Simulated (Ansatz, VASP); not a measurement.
MgO: VASP beside Ansatz

Contents of INCAR:

```
SYSTEM = MgO
PREC = Accurate
ENCUT = 520
EDIFF = 1E-6
ISMEAR = 0
SIGMA = 0.05
LREAL = .FALSE.
LASPH = .TRUE.
NELM = 60
ALGO = Normal
ISIF = 2
LWAVE = .FALSE.
LCHARG = .FALSE.
GGA = PE
NBANDS = 11
```

The input KPOINTS:

```
Automatic mesh
0
G
  10 10 10
  0 0 0
```

POSCAR

```
MgO
1.0
    0.0000000000      2.1351500000      2.1351500000
    2.1351500000      0.0000000000      2.1351500000
    2.1351500000      2.1351500000      0.0000000000
Mg O
1 1
Direct
    0.0000000000      0.0000000000      0.0000000000
    0.3594946491      0.3594946491      0.5411530645
```

Input for Ansatz:

```yaml
crystal:
  lattice:
    - [0.0, 2.13515, 2.13515]
    - [2.13515, 0.0, 2.13515]
    - [2.13515, 2.13515, 0.0]
  atoms:
    - { symbol: Mg, position: [0.0, 0.0, 0.0] }
    - { symbol: O, position: [0.3594946491, 0.3594946491, 0.5411530645] }
basis:
  ecutwfc: 420
kpoints:
  mp_grid: { grid: [10, 10, 10] }
hamiltonian:
  xc: pbe
scf:
  occupations: { method: gaussian, width: 0.05 }
output:
  forces: true
  stress: true
  eigenvalues: true
```

Alike in both runs: task single point; functional PBE; k mesh 10 × 10 × 10; occupations gaussian, width 0.05 eV; no spin polarisation.

|  | VASP | Ansatz |
| --- | --- | --- |
| version | VASP 6.6.1 | Ansatz 0.2.0 |
| potentials or method | VASP PAW PBE potentials, release 64 (Mg, O) | scalar-relativistic, plane waves, PAW |
| plane-wave cutoff (eV) | 520 | 420 |
| valence electrons in the cell | 8 | 16 |

Ansatz gave:

- gap on the k mesh at the Fermi level (eV): 4.11
- least direct gap on the mesh (eV): 4.12
- rms of the force components (eV/Å): 6.146

Q: Which values does VASP return?

A: gap on the k mesh at the Fermi level (eV): 4.11; least direct gap on the mesh (eV): 4.12; rms of the force components (eV/Å): 6.382.

Atom by atom the forces differ by 0.236 eV/Å (rms over components). With one functional, cell and mesh, what is left measures potentials, basis and numerics. The two sets of potentials don't hold the same shells in valence.

Caveats: forces of over 1 eV/Å show positions far from the minimum, so gaps and moduli don't describe the material at rest.
